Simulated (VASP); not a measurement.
Set up this calculation in VASP 6.6.1, as the native input.

| Property | Result |
| --- | --- |
| Task | single point |
| Functional | PBE |
| Potentials or basis | VASP PAW PBE potentials, release 64 (Ba_sv_GW, Te_GW) |
| Cutoff | 400 eV |
| k mesh | 3 × 3 × 3 |
| Occupations | gaussian, width 0.02 eV |
| Spin | no spin polarisation |
| Further INCAR settings | ALGO = Normal; EDIFF = 1e-06 |

The structure of BaTe lies in POSCAR:

```
BaTe
1.0
    4.2624660000      0.0000000000      0.0000000000
    0.0000000000      4.2624660000      0.0000000000
    0.0000000000      0.0000000000      4.2624660000
Ba Te
1 1
Direct
    0.0000000000      0.0000000000      0.0000000000
    0.5000000000      0.5000000000      0.5000000000
```

The cell comes from a database or a generator and needn't be the stable form of this composition.

One way to write it, as run:

INCAR

```
SYSTEM = BaTe
PREC     = Accurate       ! precision mode
ENCUT    = 400            ! plane-wave cutoff, eV
EDIFF    = 1E-6           ! SCF threshold, eV
ISMEAR   = 0              ! smearing method
SIGMA    = 0.02           ! smearing width, eV
LREAL    = .False.        ! projectors in reciprocal space
LASPH    = .True.         ! aspherical terms in the spheres
NELM     = 60             ! most SCF steps
ALGO     = Normal         ! electronic algorithm
ISIF     = 2              ! what is computed and relaxed
LWAVE    = .False.        ! write WAVECAR
LCHARG   = .False.        ! write CHGCAR
GGA      = PE             ! functional
```

KPOINTS

```
regular mesh
0
Gamma
  3 3 3
  0 0 0
```

Potentials or basis: VASP PAW PBE potentials, release 64 (Ba_sv_GW, Te_GW).

Launch:

```sh
$ cat potpaw_PBE.64/Ba_sv_GW/POTCAR potpaw_PBE.64/Te_GW/POTCAR > POTCAR
$ mpirun -np 1 vasp_std > vasp.out
```

It gave:

```
Pressure               : -0.2 GPa
Band gap on the k mesh : 1.19 eV, direct
```

Caveat: the k mesh is coarse (spacing up to 0.49 Å⁻¹), so the values aren't converged; spin-orbit coupling is left out, which moves the levels of the heavy elements.

Wall time 8.1 s on 1 thread of Intel(R) Xeon(R) Platinum 8259CL CPU @ 2.50GHz (Skylake/Cascade Lake), on a shared host, peak memory 0.15 GiB.
